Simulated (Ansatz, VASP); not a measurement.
# Pb in VASP and in Ansatz

INCAR

```
SYSTEM = Pb
PREC = Accurate ; ENCUT = 520
EDIFF = 1E-6 ; ISMEAR = -1
SIGMA = 0.1 ; LREAL = .False.
LASPH = .True. ; NELM = 60
ALGO = Normal ; ISIF = 2
LWAVE = .False. ; LCHARG = .False.
NBANDS = 13
```

File KPOINTS:

```
Automatic mesh
0
Gamma
  18 18 18
  0 0 0
```

POSCAR

```
Pb
1.0
    0.0000000000      2.3358643398      2.3358643398
    2.3358643398      0.0000000000      2.3358643398
    2.3358643398      2.3358643398      0.0000000000
Pb
1
Direct
    0.0000000000      0.0000000000      0.0000000000
```

Input for Ansatz:

```yaml
crystal:
  lattice:
    - [0.0, 2.3358643398, 2.3358643398]
    - [2.3358643398, 0.0, 2.3358643398]
    - [2.3358643398, 2.3358643398, 0.0]
  atoms:
    - { symbol: Pb, position: [0.0, 0.0, 0.0] }
hamiltonian:
  xc: lda
  pseudopotentials:
    kind: paw
    azcp:
      Pb: "pseudopotentials/Pb.paw.azcp"
basis:
  ecutwfc: 420
  fft_grid_basis: typed
kpoints:
  mp_grid: { grid: [18, 18, 18], shift: [0, 0, 0] }
magnetization:
  spin_polarized: false
scf:
  occupations: { method: fermi_dirac, width: 0.1 }
output:
  stress: true
```

Alike in both runs: task single point; functional LDA; k mesh 18 × 18 × 18; occupations fermi-dirac, width 0.1 eV; no spin polarisation.

|  | VASP | Ansatz |
| --- | --- | --- |
| version | VASP 6.6.1 | Ansatz 0.2.0 |
| potentials or method | VASP PAW LDA potentials, release 64 (Pb_d) | plane waves (420 eV) with PAW, scalar-relativistic |
| plane-wave cutoff (eV) | 520 | 420 |
| valence electrons in the cell | 14 | 14 |

|  | VASP | Ansatz | Ansatz less VASP |
| --- | --- | --- | --- |
| pressure (GPa) | 9.6 | 9.4 | -0.17 |

Ansatz warned: «pseudo_functional_mismatch».

The runs have no spin-orbit coupling, so splittings on Pb are missing.
